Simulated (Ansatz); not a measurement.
`FBBCl` + `CC(=O)O` → `CC(=O)OBCl` + `BF` at 500 K and 1 bar (cleavage of the B–B bond).

Calculated with Ansatz (gas phase, PBE0-D4/def2-TZVP geometries, no zero-point term in ΔE). CCSD(T)/CBS is the MP2 limit (def2-TZVPP, def2-QZVPP) plus CCSD(T) − MP2 in def2-TZVPP, frozen cores. This one scheme is used for every species. One conformer a species, not always the lowest.

| species | CCSD(T)/CBS energy (Eh) | H − E (kJ/mol) | S (J/(mol·K)) |
| --- | --- | --- | --- |
| `FBBCl` | -610.41691 | 106.7 | 346.7 |
| `CC(=O)O` | -228.87529 | 193.9 | 329.7 |
| `CC(=O)OBCl` | -713.52185 | 218.4 | 414.5 |
| `BF` | -125.82039 | 77.9 | 244.4 |

H − E and S are ideal-gas, rigid-rotor, harmonic terms from PBE0-D4/def2-TZVP, for one conformer and one mirror image of each species. 1 Eh = 2625.50 kJ/mol, R = 8.31446 J/(mol·K).

**Question.** By hand: ΔE, ΔH, ΔS and ΔG.

**Answer.** ΔE = (-713.52185) + (-125.82039) − (-610.41691) − (-228.87529) = -0.05004 Eh = -131.4 kJ/mol. Δ(H − E) = 218.4 + 77.9 − 106.7 − 193.9 = -4.3, so ΔH = -135.7 kJ/mol. ΔS = 414.5 + 244.4 − 346.7 − 329.7 = -17.5 J/(mol·K). ΔG = -135.7 − 500 × (-17.5)/1000 = -126.9 kJ/mol.

**Question.** By hand: the equilibrium constant, and the temperature at which ΔG would vanish if ΔH and ΔS stayed fixed.

**Answer.** log₁₀ K = −ΔG/(RT ln 10) = 13.3. ΔG = 0 at ΔH/ΔS = 7754 K, far beyond where these terms or the molecules hold.

ΔH outweighs TΔS. A doubt of 5 kJ/mol in ΔE shifts log₁₀ K by 0.5 here. Other conformers and mirror images would add mixing entropy, several J/(mol·K) or more a flexible species. These are equilibria of isolated gas molecules and say nothing of rates. Largest T1 diagnostic: 0.015 (customary marks: 0.02 for closed shells, 0.045 for open ones).
